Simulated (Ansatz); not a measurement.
# Spinel MgAl2O4

Level of theory: r²SCAN+rVV10 (Ansatz, a program for electronic structure, PAW).

Settings: plane-wave cutoff 560 eV, 8×8×8 k mesh, Fermi–Dirac smearing 0.01 eV, scalar-relativistic PAW data made under PBE.

Cell: relaxed at this level.

```
Quantity                                           Result
-------------------------------------------  ------------
volume per atom                              9.38 Å³/atom
bulk modulus                                      203 GPa
equilibrium lattice constant a                    8.070 Å
band gap                                          6.19 eV
smallest direct gap on the k points sampled       6.20 eV
pressure derivative B′ of the bulk modulus            4.0
```

Measured, for comparison: band gap 7.8 eV (temperature not stated, no zero-point or thermal correction; as tabulated in Neo et al. (2023), doi:10.1002/gch2.202200236); equilibrium volume per atom 9.40 Å³/atom, lattice constant a 8.074 Å (0 K, fit to 77–300 K taken to 0 K; as tabulated in Grimes and Al-Ajaj (1992), doi:10.1088/0953-8984/4/30/004); bulk modulus 195 GPa (300 K, copied from a table, unchecked, no zero-point or thermal correction; as tabulated in BurnMan's mineral tables). Computed (rounded) less measured: band gap -1.61 eV, equilibrium volume per atom -0.2 %, bulk modulus not scored (unchecked), lattice constant a 0.0 %. A static lattice is as a rule a little smaller and stiffer than an uncorrected measurement, which narrows the difference in the bulk modulus and would widen misses of the other sign.

Note: the bulk modulus comes from volumes at which shape and atoms were relaxed.

Computed values are for the static lattice.

Cost on a shared machine: around 9 core-minutes (rough).
